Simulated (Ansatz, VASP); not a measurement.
## Two plane-wave programs on Ca

File INCAR:

```
PREC = Accurate
ENCUT = 520
EDIFF = 1E-6
ISMEAR = -1
SIGMA = 0.05
LREAL = F
LASPH = T
NELM = 80
ALGO = Fast
ISIF = 2
LWAVE = F
LCHARG = T
GGA = PS
LELF = T
LVHAR = T
NBANDS = 11
```

KPOINTS

```
Automatic mesh
0
Gamma
  8 8 8
```

File POSCAR:

```
Ca
1.0
    0.0000000000      2.7754464148      2.7754464148
    2.7754464148      0.0000000000      2.7754464148
    2.7754464148      2.7754464148      0.0000000000
Ca
1
Direct
    0.0000000000      0.0000000000      0.0000000000
```

Contents of input.yaml:

```yaml
crystal:
  lattice:
    - [0.0, 2.7754464148, 2.7754464148]
    - [2.7754464148, 0.0, 2.7754464148]
    - [2.7754464148, 2.7754464148, 0.0]
  atoms:
    - { symbol: Ca, position: [0.0, 0.0, 0.0] }
hamiltonian:
  xc: pbesol
  pseudopotentials: { kind: paw }
kpoints:
  mp_grid: { grid: [8, 8, 8] }
scf:
  occupations: { method: fermi_dirac, width: 0.05 }
output:
  forces: true
  stress: true
  eigenvalues: true
  write_density: true
  write_potential: true
  elf: true
  volumetric_format: npy
```

Alike in both runs: task single point; functional PBEsol; k mesh 8 × 8 × 8; occupations fermi-dirac, width 0.05 eV; no spin polarisation.

```csv
,VASP,Ansatz
version,VASP 6.6.1,Ansatz 0.2.0
potentials or method,"VASP PAW PBE potentials, release 64 (Ca_sv)",Ansatz PAW
plane-wave cutoff (eV),520,420
valence electrons in the cell,10,10
```

```tsv
	VASP	Ansatz	Ansatz less VASP
gap on the k mesh at the Fermi level (eV)	none	none	-
pressure (GPa)	-0.9	-0.9	-0.02
```

A gap of «none» marks a metal or a gap that the smearing closes.

Caveats: the PAW data sets were made with another functional, which shifts forces and pressure a little (VASP); the PAW data sets come from PBE, with cores solved anew for the run's functional, which leaves a small shift of forces and pressure (Ansatz).
